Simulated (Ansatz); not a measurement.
The system is TePb.

```
CELL_PARAMETERS angstrom
0.00000 3.23100 3.23100
3.23100 0.00000 3.23100
3.23100 3.23100 0.00000
ATOMIC_POSITIONS crystal
Pb 0.00000 0.00000 0.00000
Te 0.50000 0.50000 0.50000
```

Program: Ansatz 0.2.0. Alike in all runs: task band structure; potentials or basis Ansatz PAW; cell as given; cutoff (eV) 420; smearing fermi-dirac 0.05 eV.

Order these runs on this cell by their pressure, lowest first.
A. level PBEsol; spin off; k mesh 7 × 7 × 7
B. level PBE; spin off; k mesh 7 × 7 × 7
C. level LDA; spin SOC, no magnetisation; k mesh 5 × 5 × 5

C (-2.0 GPa), A (-0.4 GPa), B (2.1 GPa).

Caveats: the PAW data sets come from PBE, with cores solved anew for the run's functional, which leaves a small shift of forces and pressure (some runs).
